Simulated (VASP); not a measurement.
**Co: relaxation of the atoms with BLYP**

Co, a slab with vacuum:

```xyz
5
Lattice="2.4874 0.0000 0.0000 -1.2437 2.1541 0.0000 0.0000 0.0000 23.1266" Properties=species:S:1:pos:R:3 pbc="T T T"
Co    1.2437    0.7180    7.5000
Co    0.0000    1.4361    9.4515
Co    1.2437    0.7180   11.5633
Co    0.0000    1.4361   13.5148
Co    1.2437    0.7180   15.6266
```

The slab is cut from a database's or a generator's crystal, which needn't be the stable form of the element.

```json
{
  "Program": "VASP 6.6.1",
  "Task": "relaxation of the atoms",
  "Functional": "BLYP",
  "Potentials or basis": "VASP PAW PBE potentials, release 64 (Co)",
  "Cutoff": "520 eV",
  "k mesh": "9 × 9 × 1",
  "Occupations": "fermi-dirac, width 0.05 eV",
  "Spin": "collinear spin, ferromagnetic start",
  "Starting moments": "[2.0, 2.0, 2.0, 2.0, 2.0] μB",
  "Dipole correction": "yes",
  "Atoms held fixed (from 0)": "[0, 1]",
  "Further INCAR settings": "ALGO = Fast; EDIFF = 1e-06; IBRION = 2; EDIFFG = -0.005; NSW = 60"
}
```

```
Energy gained by relaxing                             : 10.8 meV/atom
Ionic steps                                           : 15
Band gap on the k mesh                                : none (metal or under the smearing width)
Net moment                                            : 8.03 μB per cell
Site moments                                          : Co +1.67, +1.59, +1.56, +1.60, +1.68 μB
Valence electrons inside the program's atomic spheres : Co 8.17, 8.30, 8.25, 8.28, 8.14
```

The path:
| step | energy change (eV) | largest force (eV/Å) | pressure (GPa) |
| --- | --- | --- | --- |
| 1 | 0.0000 | 0.9178 | 1.40 |
| 2 | -0.0428 | 0.4002 | 1.31 |
| 3 | -0.0513 | 0.3586 | 1.35 |
| 4 | -0.0513 | 0.3575 | 1.38 |
| 5 | -0.0519 | 0.3537 | 1.37 |
| 6 | -0.0523 | 0.3480 | 1.43 |
| 7 | -0.0526 | 0.3455 | 1.40 |
| 8 | -0.0531 | 0.3384 | 1.27 |
| 9 | -0.0532 | 0.3386 | 1.24 |
| 10 | -0.0537 | 0.3380 | 1.15 |
| 11 | -0.0535 | 0.3428 | 1.00 |
| 12 | -0.0538 | 0.3389 | 1.09 |
| 13 | -0.0538 | 0.3385 | 1.09 |
| 14 | -0.0538 | 0.3390 | 1.08 |
| 15 | -0.0538 | 0.3376 | 1.09 |

Final structure:
```
Co
1.0
     2.48736    0.00000    0.00000
    -1.24368    2.15412    0.00000
     0.00000    0.00000   23.12658
Co
5
Direct
  0.66667 0.33333 0.32430
  0.33333 0.66667 0.40869
  0.66667 0.33333 0.49935
  0.33333 0.66667 0.58944
  0.66667 0.33333 0.67636
```

Levels at points of the mesh, in eV from the Fermi level:
Spin up:
```
           k point  band 23  band 24  band 25  band 26  band 27  band 28  band 29  band 30
(0.00, 0.00, 0.00)    -1.48    -1.09    -1.09    -0.91    -0.91    -0.84    -0.84    -0.50
```
Spin down:
```csv
k point,band 14,band 15,band 16,band 17,band 18,band 19,band 20,band 21,band 22,band 23
"(0.00, 0.00, 0.00)",-0.91,-0.91,-0.79,-0.79,-0.68,-0.68,-0.15,0.05,0.05,0.28
```

It took 46 min on 1 thread of Intel(R) Xeon(R) 6975P-C (Granite Rapids), on a shared host, peak memory 0.31 GiB.

Caveat: the PAW data sets were made with another functional, which shifts forces and pressure a little.
